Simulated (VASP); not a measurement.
# HgTe (I4/mmm) in VASP: further runs, part 2 of 2

VASP 6.6.1. Earlier steps stand in the parts before.

### 4 Single point, PBE (strain +0.0100 x Voigt [0, 1, 0, 0, 0, 0], atoms carried along)

Contents of INCAR:

```
SYSTEM = HgTe
ALGO     = Fast           ! electronic algorithm
EDIFF    = 1E-6           ! SCF threshold, eV
ENCUT    = 520            ! plane-wave cutoff, eV
GGA      = PE             ! functional
ISIF     = 2              ! what is computed and relaxed
ISMEAR   = 0              ! smearing method
LASPH    = .True.         ! aspherical terms in the spheres
LCHARG   = .False.        ! write CHGCAR
LREAL    = .False.        ! projectors in reciprocal space
LWAVE    = .False.        ! write WAVECAR
NBANDS   = 16             ! bands
NELM     = 100            ! most SCF steps
PREC     = Accurate       ! precision mode
SIGMA    = 0.15           ! smearing width, eV
```

Contents of KPOINTS:

```
k-points
0
Gamma
  14 14 14
  0 0 0
```

Contents of POSCAR:

```
HgTe
1.0
    0.0000000000      3.1078881700      3.0771170000
    3.0771170000      0.0000000000      3.0771170000
    3.0771170000      3.1078881700      0.0000000000
Hg Te
1 1
Direct
    0.0000000000      0.0000000000      0.0000000000
    0.5000000000      0.5000000000      0.5000000000
```

Potentials or basis: VASP PAW PBE potentials, release 64 (Hg, Te).

Command:

```
> cat potpaw_PBE.64/Hg/POTCAR potpaw_PBE.64/Te/POTCAR > POTCAR
> mpirun -np 1 vasp_std > vasp.out
```

OUTCAR:

```text
SYSTEM = HgTe
   EDIFF = 1E-6
   ENCUT = 520
   GGA = PE
   ISIF = 2
   ISMEAR = 0
   LASPH = .True.
   LREAL = .False.
   NELM = 100
   PREC = Accurate

 ion  position               nearest neighbor table
   1  0.000  0.000  0.000-   2 3.08   2 3.08   2 3.08   2 3.08   2 3.11   2 3.11
   2  0.500  0.500  0.500-   1 3.08   1 3.08   1 3.08   1 3.08   1 3.11   1 3.11

  LATTYP: Found a body centered tetragonal cell.
 ALAT       =     4.3517005944
 C/A-ratio  =     1.4283556980

  Lattice vectors:

 A1 = (   0.0000000000,  -3.1078881700,   3.0771170000)
 A2 = (   0.0000000000,  -3.1078881700,  -3.0771170000)
 A3 = (   3.0771170000,   3.1078881700,   0.0000000000)

Analysis of symmetry for initial positions (statically):
=====================================================================
 Subroutine PRICEL returns:
 Original cell was already a primitive cell.

 Routine SETGRP: Setting up the symmetry group for a
 body centered tetragonal supercell.

 Subroutine GETGRP returns: Found 16 space group operations
 (whereof 16 operations were pure point group operations)
 out of a pool of 16 trial point group operations.

The static configuration has the point symmetry D_4h.

Analysis of symmetry for dynamics (positions and initial velocities):
=====================================================================
 Subroutine PRICEL returns:
 Original cell was already a primitive cell.

 Routine SETGRP: Setting up the symmetry group for a
 body centered tetragonal supercell.

 Subroutine GETGRP returns: Found 16 space group operations
 (whereof 16 operations were pure point group operations)
 out of a pool of 16 trial point group operations.

The dynamic configuration has the point symmetry D_4h.

 Subroutine INISYM returns: Found 16 space group operations
 (whereof 16 operations are pure point group operations),
 and found     1 'primitive' translations

----------------------------------------------------------------------------------------

                                     Primitive cell

  volume of cell :      58.8550

  direct lattice vectors                    reciprocal lattice vectors
     0.000000000  3.107888170  3.077117000    -0.162489759  0.160880950  0.162489759
     3.077117000  0.000000000  3.077117000     0.162489759 -0.160880950  0.162489759
     3.077117000  3.107888170  0.000000000     0.162489759  0.160880950 -0.162489759

  length of vectors
     4.373513223  4.351700594  4.373513223     0.280514747  0.280514747  0.280514747

  position of ions in fractional coordinates (direct lattice)
     0.000000000  0.000000000  0.000000000
     0.500000000  0.500000000  0.500000000

  ion indices of the primitive-cell ions
   primitive index   ion index
                 1           1
                 2           2

----------------------------------------------------------------------------------------

 KPOINTS: k-points

Automatic generation of k-mesh.
 Grid dimensions read from file:
 generate k-points for:   14   14   14

 Generating k-lattice:

  Cartesian coordinates                     Fractional coordinates (reciprocal lattice)
    -0.011606411  0.011491496  0.011606411     0.071428571  0.000000000  0.000000000
     0.011606411 -0.011491496  0.011606411     0.000000000  0.071428571  0.000000000
     0.011606411  0.011491496 -0.011606411     0.000000000  0.000000000  0.071428571

  Length of vectors
     0.020036768  0.020036768  0.020036768

  Shift w.r.t. Gamma in fractional coordinates (k-lattice)
     0.000000000  0.000000000  0.000000000

 Subroutine IBZKPT returns following result:
 ===========================================

 Found    244 irreducible k-points:

 Following reciprocal coordinates:
            Coordinates               Weight
  0.000000  0.000000  0.000000      1.000000
  0.071429  0.000000  0.000000      8.000000
  0.142857  0.000000  0.000000      8.000000
  0.214286  0.000000  0.000000      8.000000
  0.285714  0.000000  0.000000      8.000000
  0.357143  0.000000  0.000000      8.000000
[... 16 lines left out ...]
  0.214286  0.142857  0.000000     16.000000
  0.285714  0.142857  0.000000     16.000000
 [... further k-points ...]
   k-points           NKPTS =    244   k-points in BZ     NKDIM =    244   number of bands    NBANDS=     16
   number of dos      NEDOS =    301   number of ions     NIONS =      2
   total plane-waves  NPLWV =  41472
   dimension x,y,z NGX =    36 NGY =   32 NGZ =   36
   dimension x,y,z NGXF=    72 NGYF=   64 NGZF=   72
   ions per type =               1   1
   NGX,Y,Z   is equivalent  to a cutoff of  13.68, 12.22, 13.68 a.u.
   NGXF,Y,Z  is equivalent  to a cutoff of  27.37, 24.45, 27.37 a.u.
 SYSTEM =  HgTe
   PREC   = accura    normal or accurate (medium, high low for compatibility)
   ISTART =      0    job   : 0-new  1-cont  2-samecut
   ICHARG =      2    charge: 1-file 2-atom 10-const
   ISPIN  =      1    spin polarized calculation?
   LNONCOLLINEAR =      F non collinear calculations
   LSORBIT =      F    spin-orbit coupling
   LASPH  =      T    aspherical Exc in radial PAW
   ENCUT  =  520.0 eV  38.22 Ry    6.18 a.u.   8.13  8.09  8.13*2*pi/ulx,y,z
   NELM   =    100;   NELMIN=  2; NELMDL= -5     # of ELM steps
   EDIFF  = 0.1E-05   stopping-criterion for ELM
   LREAL  =      F    real-space projection
   EDIFFG = 0.1E-04   stopping-criterion for IOM
   NSW    =      0    number of steps for IOM
   IBRION =     -1    ionic relax: 0-MD 1-quasi-New 2-CG
   NFREE  =      0    steps in history (QN), initial steepest desc. (CG)
   ISIF   =      2    stress and relaxation
   ISYM   =      2    0-nonsym 1-usesym 2-fastsym
   POTIM  = 0.5000    time-step for ionic-motion
   TEBEG  =    0.0;   TEEND  =   0.0 temperature during run
   PSTRESS=    0.0 pullay stress
   NELECT =      18.0000    total number of electrons
   NUPDOWN=      -1.0000    fix difference up-down
   EMIN   =  10.00;   EMAX   =-10.00  energy-range for DOS
   EFERMI =   0.00;   METHOD = LEGACY
   ISMEAR =     0;   SIGMA  =   0.15  broadening in eV -4-tet -1-fermi 0-gaus
   EFERMI_NEDOS =   21; number of points for ismear=-14 and -15
   IALGO  =     68    algorithm
   IMIX   =      4    mixing-type and parameters
     AMIX     =   0.40;   BMIX     =  1.00
     AMIX_MAG =   1.60;   BMIX_MAG =  1.00
  volume/ion in A,a.u.               =      29.43       198.59
  Fermi-wavevector in a.u.,A,eV,Ry     =   1.102989  2.084347 16.552642  1.216585
  Thomas-Fermi vector in A             =   2.239440
   LORBIT       =      0    0 simple, 1 ext, 2 COOP (PROOUT), +10 PAW based schemes
   GGA     = PE    functional components
   LHFCALC =     F    Hartree Fock is set to
   AEXX    =    0.0000 exact exchange contribution
   IVDW    =     0    specifies the selected vdW correction
   LEPSILON=     F    determine dielectric tensor
   LRPA    =     F    only Hartree local field effects (RPA)
 non-spin polarized calculation
 RMM-DIIS sequential band-by-band and
 Gauss-broadening in eV      SIGMA  =   0.15
  energy-cutoff  :      520.00
  volume of cell :       58.86
 maximum number of plane-waves:      1604
 NGX is ok and might be reduce to    36
   NGX = 17   NGY = 17   NGZ = 17

 number of electron      17.9999998 magnetization

 Free energy of the ion-electron system (eV)
  ---------------------------------------------------
  ext. energy  EPLUGINS =         0.00000000
  ---------------------------------------------------
  free energy    TOTEN  =        -3.35141560 eV

  energy without entropy =       -3.33678863  energy(sigma->0) =       -3.34410211

 E-fermi :   3.9795     XC(G=0):  -9.6980

 val. band max:        3.9782242188   @ k =  -0.2143   0.0000   0.0714
 cond. band min:       3.9858053955   @ k =   0.1429   0.4286   0.0714
 fundamental gap:      0.0075811768
 Fermi energy:         3.9794686649

 k-point     1 :       0.0000    0.0000    0.0000
  band No.  band energies     occupation
      1      -7.7939      2.00000
      2      -2.5866      2.00000
      3      -2.5708      2.00000
      4      -2.5356      2.00000
      5      -2.5158      2.00000
      6      -2.5158      2.00000
[... 8 lines left out ...]
     15      11.7571      0.00000
     16      11.7572      0.00000
[... 419 lines left out ...]
 k-point    24 :       0.2857    0.1429    0.0000
  band No.  band energies     occupation
      1      -7.2659      2.00000
      2      -2.8309      2.00000
      3      -2.6297      2.00000
      4      -2.5747      2.00000
      5      -2.4597      2.00000
      6      -2.4291      2.00000
[... 8 lines left out ...]
     15      13.6044      0.00000
     16      13.9934      0.00000

 [... further k-points ...]

------------------------ aborting loop because EDIFF is reached ----------------------------------------

  FORCE on cell =-STRESS in cart. coord.  units (eV):
  Direction    XX          YY          ZZ          XY          YZ          ZX
  --------------------------------------------------------------------------------------
  -------------------------------------------------------------------------------------
  Total       -0.1677649     -0.3070284     -0.1677649      0.0000000      0.0000000      0.0000000
  in kB       -4.5669707     -8.3580659     -4.5669707      0.0000000      0.0000000      0.0000000
  external PRESSURE =      -5.8306691 kB  Pullay stress =       0.0000000 kB

 VOLUME and BASIS-vectors are now :
 -----------------------------------------------------------------------------
  energy-cutoff  :      520.00
  volume of cell :       58.86
      direct lattice vectors                 reciprocal lattice vectors
     0.000000000  3.107888170  3.077117000    -0.162489759  0.160880950  0.162489759
     3.077117000  0.000000000  3.077117000     0.162489759 -0.160880950  0.162489759
     3.077117000  3.107888170  0.000000000     0.162489759  0.160880950 -0.162489759

 POSITION                                       TOTAL-FORCE (eV/Angst)
 -----------------------------------------------------------------------------------
      0.00000      0.00000      0.00000        -0.000000      0.000000      0.000000
      3.07712      3.10789      3.07712         0.000000      0.000000      0.000000
 -----------------------------------------------------------------------------------
    total drift:                               -0.000000      0.000000      0.000000

  FREE ENERGIE OF THE ION-ELECTRON SYSTEM (eV)
  ---------------------------------------------------
  free  energy   TOTEN  =        -3.3514155992 eV

  energy  without entropy=       -3.3367886292  energy(sigma->0) =       -3.34410211
```

Wall time 2.6 min (1 thread of AMD EPYC 9R14 (Zen 4), shared host); peak memory 0.35 GiB.

What came out:

```yaml
Free_energy: -3.3514 eV
Pressure: -0.6 GPa
Band_gap_on_the_k_mesh: none (metal or under the smearing width)
```

The run has no spin-orbit coupling, so splittings on Hg, Te are missing.

### 5 Single point, PBE (strain +0.0300 x Voigt [0, 1, 0, 0, 0, 0], atoms carried along)

Contents of INCAR:

```
SYSTEM = HgTe
  PREC = Accurate
  ENCUT = 520
  EDIFF = 1E-6
  ISMEAR = 0
  SIGMA = 0.15
  LREAL = .FALSE.
  LASPH = .TRUE.
  NELM = 100
  ALGO = Fast
  ISIF = 2
  LWAVE = .FALSE.
  LCHARG = .FALSE.
  GGA = PE
  NBANDS = 16
```

Contents of KPOINTS:

```
regular mesh
0
G
  14 14 14
  0 0 0
```

Contents of POSCAR:

```
HgTe
1.0
    0.0000000000      3.1694305100      3.0771170000
    3.0771170000      0.0000000000      3.0771170000
    3.0771170000      3.1694305100      0.0000000000
Hg Te
1 1
Direct
    0.0000000000      0.0000000000      0.0000000000
    0.5000000000      0.5000000000      0.5000000000
```

Command:

```
> cat potpaw_PBE.64/Hg/POTCAR potpaw_PBE.64/Te/POTCAR > POTCAR
> mpirun -np 1 vasp_std > vasp.out
```

It took 2.6 min on 1 thread of AMD EPYC 9R14 (Zen 4), shared host; peak memory 0.36 GiB.

The run converged. Its results:

```
Free energy            : -3.3417 eV
Pressure               : -1.3 GPa
Band gap on the k mesh : none (metal or under the smearing width)
```

Stress tensor (GPa, compression positive):
```
-1.05  0.00  0.00
 0.00 -1.83  0.00
 0.00  0.00 -1.05
```

Levels at points of the mesh, in eV from the Fermi level:
```
           k point  band 7  band 8  band 9  band 10  band 11  band 12
(0.00, 0.00, 0.00)   -1.14   -0.67   -0.67    -0.48     7.23     7.54
(0.50, 0.00, 0.00)   -5.25    0.15    0.32     2.71     3.44     3.97
(0.50, 0.50, 0.00)   -3.89   -2.69   -2.20    -1.92     4.91     8.46
(0.50, 0.00, 0.50)   -3.84   -2.53   -1.98    -1.98     5.04     8.95
```

The run has no spin-orbit coupling, so splittings on Hg, Te are missing.

### 6 The runs side by side

| cell | gap on the mesh (eV) | pressure (GPa) |
| --- | --- | --- |
| strain -0.0400 x Voigt [0, 1, 0, 0, 0, 0], atoms carried along | none | 2.1 |
| strain -0.0200 x Voigt [0, 1, 0, 0, 0, 0], atoms carried along | none | 0.9 |
| strain +0.0100 x Voigt [0, 1, 0, 0, 0, 0], atoms carried along | none | -0.6 |
| strain +0.0300 x Voigt [0, 1, 0, 0, 0, 0], atoms carried along | none | -1.3 |

Alike in all rows: task single point; level PBE; potentials or basis VASP PAW PBE potentials, release 64 (Hg, Te); no spin polarisation; k mesh 14 × 14 × 14; cutoff (eV) 520; smearing gaussian 0.15 eV.

Total energies depend on the potentials used, so only differences within one code and one set of settings carry meaning.
